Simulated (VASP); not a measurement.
# NaI (Fm-3m) in VASP: notebook

Runs on NaI. Level: PBE. Tasks: phonons, elastic constants, Born charges and dielectric tensor.

Everything below comes from runs of VASP 6.6.1. Logs are shortened: lines on timing, memory, paths and dates and some standing lists are left out, and cuts for length are marked.

**What was measured.**

A printed reference work, monograph reports, for a bulk crystal of NaI: high-frequency dielectric constant 3.01.

The results are compared with them further down.

## Step 1: The crystal as given

Symmetry: Fm-3m, No. 225, cubic system. Conventional cell: a = 6.473 Å, b = 6.473 Å, c = 6.473 Å, α = 90.00°, β = 90.00°, γ = 90.00°. I (site symmetry m-3m) is surrounded by 6 Na at 3.24 Å. Na (site symmetry m-3m) is surrounded by 6 I at 3.24 Å.

## Step 2: Phonons, PBE

Input file POSCAR:

```
NaI
1.0
    0.0000000000      3.2364000000      3.2364000000
    3.2364000000      0.0000000000      3.2364000000
    3.2364000000      3.2364000000      0.0000000000
I Na
1 1
Direct
    0.5000000000      0.5000000000      0.5000000000
    0.0000000000      0.0000000000      0.0000000000
```

Input file INCAR.step1:

```
PREC = Accurate
ENCUT = 600
EDIFF = 1E-8
ISMEAR = -1
SIGMA = 0.05
LREAL = False
LASPH = True
NELM = 100
ALGO = Fast
ISIF = 3
LWAVE = False
LCHARG = False
GGA = PE
IBRION = 2
NSW = 40
EDIFFG = -0.002
```

Input file INCAR.step2:

```
PREC = Accurate
ENCUT = 600
EDIFF = 1E-8
ISMEAR = -1
SIGMA = 0.05
LREAL = False
LASPH = True
NELM = 100
ALGO = Fast
ISIF = 2
LWAVE = False
LCHARG = False
GGA = PE
IBRION = 6
NFREE = 2
POTIM = 0.015
NSW = 1
```

Input file KPOINTS:

```
regular mesh
0
Gamma
  5 5 5
```

Potentials or basis: VASP PAW PBE potentials, release 64 (I, Na_pv).

The run is started by

```sh
$ cat potpaw_PBE.64/I/POTCAR potpaw_PBE.64/Na_pv/POTCAR > POTCAR
$ cp INCAR.step1 INCAR
$ mpirun -np 1 vasp_std > vasp.out
$ cp CONTCAR POSCAR
$ cp INCAR.step2 INCAR
$ mpirun -np 1 vasp_std > vasp.out
```

OUTCAR:

```text
PREC = Accurate
   ENCUT = 600
   EDIFF = 1E-8
   ISMEAR = -1
   LREAL = False
   LASPH = True
   NELM = 100
   ISIF = 2
   GGA = PE
   IBRION = 6
   NFREE = 2
   POTIM = 0.015
   NSW = 1

 ion  position               nearest neighbor table
   1  0.500  0.500  0.500-
   2  0.000  0.000  0.000-

  LATTYP: Found a face centered cubic cell.
 ALAT       =     6.5326027981

  Lattice vectors:

 A1 = (   0.0000000000,   3.2663013991,   3.2663013991)
 A2 = (   3.2663013991,   0.0000000000,   3.2663013991)
 A3 = (   3.2663013991,   3.2663013991,   0.0000000000)

Analysis of symmetry for initial positions (statically):
=====================================================================
 Subroutine PRICEL returns:
 Original cell was already a primitive cell.

 Routine SETGRP: Setting up the symmetry group for a
 face centered cubic supercell.

 Subroutine GETGRP returns: Found 48 space group operations
 (whereof 48 operations were pure point group operations)
 out of a pool of 48 trial point group operations.

The static configuration has the point symmetry O_h .

Analysis of symmetry for dynamics (positions and initial velocities):
=====================================================================
 Subroutine PRICEL returns:
 Original cell was already a primitive cell.

 Routine SETGRP: Setting up the symmetry group for a
 face centered cubic supercell.

 Subroutine GETGRP returns: Found 48 space group operations
 (whereof 48 operations were pure point group operations)
 out of a pool of 48 trial point group operations.

The dynamic configuration has the point symmetry O_h .

 Subroutine INISYM returns: Found 48 space group operations
 (whereof 48 operations are pure point group operations),
 and found     1 'primitive' translations

----------------------------------------------------------------------------------------

                                     Primitive cell

  volume of cell :      69.6945

  direct lattice vectors                    reciprocal lattice vectors
     0.000000000  3.266301399  3.266301399    -0.153078341  0.153078341  0.153078341
     3.266301399  0.000000000  3.266301399     0.153078341 -0.153078341  0.153078341
     3.266301399  3.266301399  0.000000000     0.153078341  0.153078341 -0.153078341

  length of vectors
     4.619247737  4.619247737  4.619247737     0.265139464  0.265139464  0.265139464

  position of ions in fractional coordinates (direct lattice)
     0.500000000  0.500000000  0.500000000
     0.000000000  0.000000000  0.000000000

  ion indices of the primitive-cell ions
   primitive index   ion index
                 1           1
                 2           2

----------------------------------------------------------------------------------------

 KPOINTS: regular mesh

Automatic generation of k-mesh.
 Grid dimensions read from file:
 generate k-points for:    5    5    5

 Generating k-lattice:

  Cartesian coordinates                     Fractional coordinates (reciprocal lattice)
    -0.030615668  0.030615668  0.030615668     0.200000000  0.000000000  0.000000000
     0.030615668 -0.030615668  0.030615668     0.000000000  0.200000000  0.000000000
     0.030615668  0.030615668 -0.030615668     0.000000000  0.000000000  0.200000000

  Length of vectors
     0.053027893  0.053027893  0.053027893

  Shift w.r.t. Gamma in fractional coordinates (k-lattice)
     0.000000000  0.000000000  0.000000000

 Subroutine IBZKPT returns following result:
 ===========================================

 Found     10 irreducible k-points:

 Following reciprocal coordinates:
            Coordinates               Weight
  0.000000  0.000000  0.000000      1.000000
  0.200000  0.000000  0.000000      8.000000
  0.400000  0.000000  0.000000      8.000000
  0.200000  0.200000  0.000000      6.000000
  0.400000  0.200000  0.000000     24.000000
 -0.400000  0.200000  0.000000     24.000000
 -0.200000  0.200000  0.000000     12.000000
  0.400000  0.400000  0.000000      6.000000
 -0.400000  0.400000  0.000000     12.000000
 -0.400000  0.400000  0.200000     24.000000
   k-points           NKPTS =     10   k-points in BZ     NKDIM =     10   number of bands    NBANDS=     11
   number of dos      NEDOS =    301   number of ions     NIONS =      2
   total plane-waves  NPLWV =  64000
   dimension x,y,z NGX =    40 NGY =   40 NGZ =   40
   dimension x,y,z NGXF=    80 NGYF=   80 NGZF=   80
   ions per type =               1   1
   NGX,Y,Z   is equivalent  to a cutoff of  14.40, 14.40, 14.40 a.u.
   NGXF,Y,Z  is equivalent  to a cutoff of  28.79, 28.79, 28.79 a.u.
 SYSTEM =  unknown system
   PREC   = accura    normal or accurate (medium, high low for compatibility)
   ISTART =      0    job   : 0-new  1-cont  2-samecut
   ICHARG =      2    charge: 1-file 2-atom 10-const
   ISPIN  =      1    spin polarized calculation?
   LNONCOLLINEAR =      F non collinear calculations
   LSORBIT =      F    spin-orbit coupling
   LASPH  =      T    aspherical Exc in radial PAW
   ENCUT  =  600.0 eV  44.10 Ry    6.64 a.u.   9.23  9.23  9.23*2*pi/ulx,y,z
   NELM   =    100;   NELMIN=  2; NELMDL=  0     # of ELM steps
   EDIFF  = 0.1E-07   stopping-criterion for ELM
   LREAL  =      F    real-space projection
   EDIFFG = 0.1E-06   stopping-criterion for IOM
   NSW    =     61    number of steps for IOM
   IBRION =      6    ionic relax: 0-MD 1-quasi-New 2-CG
   NFREE  =      2    steps in history (QN), initial steepest desc. (CG)
   ISIF   =      2    stress and relaxation
   ISYM   =      2    0-nonsym 1-usesym 2-fastsym
   POTIM  = 0.0150    time-step for ionic-motion
   TEBEG  =    0.0;   TEEND  =   0.0 temperature during run
   PSTRESS=    0.0 pullay stress
   NELECT =      14.0000    total number of electrons
   NUPDOWN=      -1.0000    fix difference up-down
   EMIN   =  10.00;   EMAX   =-10.00  energy-range for DOS
   EFERMI =   0.00;   METHOD = LEGACY
   ISMEAR =    -1;   SIGMA  =   0.05  broadening in eV -4-tet -1-fermi 0-gaus
   EFERMI_NEDOS =   21; number of points for ismear=-14 and -15
   IALGO  =     68    algorithm
   IMIX   =      4    mixing-type and parameters
     AMIX     =   0.40;   BMIX     =  1.00
     AMIX_MAG =   1.60;   BMIX_MAG =  1.00
  volume/ion in A,a.u.               =      34.85       235.16
  Fermi-wavevector in a.u.,A,eV,Ry     =   0.958778  1.811827 12.507219  0.919255
  Thomas-Fermi vector in A             =   2.087915
   LORBIT       =      0    0 simple, 1 ext, 2 COOP (PROOUT), +10 PAW based schemes
   GGA     = PE    functional components
   LHFCALC =     F    Hartree Fock is set to
   AEXX    =    0.0000 exact exchange contribution
   IVDW    =     0    specifies the selected vdW correction
   LEPSILON=     F    determine dielectric tensor
   LRPA    =     F    only Hartree local field effects (RPA)
 finite differences with symmetry
 non-spin polarized calculation
 RMM-DIIS sequential band-by-band and
  energy-cutoff  :      600.00
  volume of cell :       69.69
 maximum number of plane-waves:      2337
 NGX is ok and might be reduce to    40
   NGX = 19   NGY = 19   NGZ = 19

--------------------------------------- Ionic step        1  -------------------------------------------

 number of electron      13.9999994 magnetization

 Free energy of the ion-electron system (eV)
  ---------------------------------------------------
  ext. energy  EPLUGINS =         0.00000000
  ---------------------------------------------------
  free energy    TOTEN  =        -5.38681640 eV

  energy without entropy =       -5.38681640  energy(sigma->0) =       -5.38681640

------------------------ aborting loop because EDIFF is reached ----------------------------------------

  FORCE on cell =-STRESS in cart. coord.  units (eV):
  Direction    XX          YY          ZZ          XY          YZ          ZX
  --------------------------------------------------------------------------------------
  -------------------------------------------------------------------------------------
  Total       -0.0022664     -0.0022664     -0.0022664      0.0000000      0.0000000      0.0000000
  in kB       -0.0521006     -0.0521006     -0.0521006      0.0000000      0.0000000      0.0000000
  external PRESSURE =      -0.0521006 kB  Pullay stress =       0.0000000 kB
[... 131 lines left out ...]
--------------------------------------- Ionic step        5  -------------------------------------------

 number of electron      13.9999997 magnetization

 Free energy of the ion-electron system (eV)
  ---------------------------------------------------
  ext. energy  EPLUGINS =         0.00000000
  ---------------------------------------------------
  free energy    TOTEN  =        -5.38673343 eV

  energy without entropy =       -5.38673343  energy(sigma->0) =       -5.38673343

 E-fermi :   1.6675     XC(G=0):  -7.5935

 val. band max:        0.6193383465   @ k =   0.0000   0.0000   0.0000
 cond. band min:       4.1881751211   @ k =   0.0000   0.0000   0.0000
 fundamental gap:      3.5688367746
 Fermi energy:         1.6675371044

 k-point     1 :       0.0000    0.0000    0.0000
  band No.  band energies     occupation
      1     -21.8556      2.00000
      2     -21.8556      2.00000
      3     -21.8556      2.00000
      4     -10.3292      2.00000
      5       0.6192      2.00000
      6       0.6193      2.00000
      7       0.6193      2.00000
      8       4.1882      0.00000
      9       8.5469      0.00000
     10       8.5469      0.00000
     11       8.5470      0.00000
[... 265 lines left out ...]
  FREE ENERGIE OF THE ION-ELECTRON SYSTEM (eV)
  ---------------------------------------------------
  free  energy   TOTEN  =        -5.3867334307 eV

  energy  without entropy=       -5.3867334306  energy(sigma->0) =       -5.38673343

 INTERNAL STRAIN TENSORS FROM DISPLACED ATOMS
 ============================================

 INTERNAL STRAIN TENSOR FOR ION    1 for displacements in x,y,z  (eV/Angst):
          X           Y           Z          XY          YZ          ZX
  --------------------------------------------------------------------------------
  x     0.00000     0.00000     0.00000     0.00000     0.00000     0.00000
  y     0.00000     0.00000     0.00000     0.00000     0.00000     0.00000
  z     0.00000     0.00000     0.00000     0.00000     0.00000     0.00000

 INTERNAL STRAIN TENSOR FOR ION    2 for displacements in x,y,z  (eV/Angst):
          X           Y           Z          XY          YZ          ZX
  --------------------------------------------------------------------------------
  x     0.00000     0.00000     0.00000     0.00000     0.00000     0.00000
  y     0.00000     0.00000     0.00000     0.00000     0.00000     0.00000
  z     0.00000     0.00000     0.00000     0.00000     0.00000     0.00000

 Eigenvectors and eigenvalues of the dynamical matrix
 ----------------------------------------------------

   1 f  =    3.075147 THz    19.321721 2PiTHz  102.575874 cm-1    12.717782 meV
             X         Y         Z           dx          dy          dz
      3.266301  3.266301  3.266301     0.000000    0.000000   -0.393606
      0.000000  0.000000  0.000000     0.000000    0.000000    0.919279
[... 21 lines left out ...]
   6 f/i=    0.006603 THz     0.041489 2PiTHz    0.220259 cm-1     0.027309 meV
             X         Y         Z           dx          dy          dz
      3.266301  3.266301  3.266301     0.260938   -0.323626   -0.819910
      0.000000  0.000000  0.000000     0.111725   -0.138566   -0.351059

 ELASTIC MODULI CONTR FROM IONIC RELAXATION (kBar)
 Direction    XX          YY          ZZ          XY          YZ          ZX
 --------------------------------------------------------------------------------
 XX           0.0000      0.0000      0.0000      0.0000      0.0000      0.0000
 YY           0.0000      0.0000      0.0000      0.0000      0.0000      0.0000
 ZZ           0.0000      0.0000      0.0000      0.0000      0.0000      0.0000
 XY           0.0000      0.0000      0.0000      0.0000      0.0000      0.0000
 YZ           0.0000      0.0000      0.0000      0.0000      0.0000      0.0000
 ZX           0.0000      0.0000      0.0000      0.0000      0.0000      0.0000
 --------------------------------------------------------------------------------
```

Wall time 80 s (1 thread of Intel Xeon 6975P-C (Granite Rapids), shared host); peak memory 0.25 GiB.

Results:

```
Relaxed volume                                          : 34.85 Å³/atom
Relaxed cell                                            : a = 4.619 Å, b = 4.619 Å, c = 4.619 Å, α = 60.00°, β = 60.00°, γ = 60.00°
Space group after relaxing (to 0.05 Å)                  : Fm-3m (No. 225)
Highest phonon frequency at Γ, LO-TO splitting left out : 103 cm⁻¹
```

The path:
```
step  energy change (eV)  largest force (eV/Å)  pressure (GPa)  volume (Å³)
   1              0.0000                0.0000            0.44        67.80
   2             -0.0019                0.0000            0.21        68.72
   3             -0.0025                0.0000            0.03        69.54
   4             -0.0025                0.0000            0.00        69.69
```

Final structure:
```
I Na
1.0
     0.00000    3.26630    3.26630
     3.26630    0.00000    3.26630
     3.26630    3.26630    0.00000
I Na
1 1
Direct
  0.50000 0.50000 0.50000
  0.00000 0.00000 0.00000
```

Phonon frequencies in cm⁻¹ (negative: imaginary):
| q point | frequencies |
| --- | --- |
| (0.000, 0.000, 0.000) | 0 0 0 103 103 103 |

The run has no spin-orbit coupling, so splittings on I are missing.

(Part 1 of 2 ends here.)
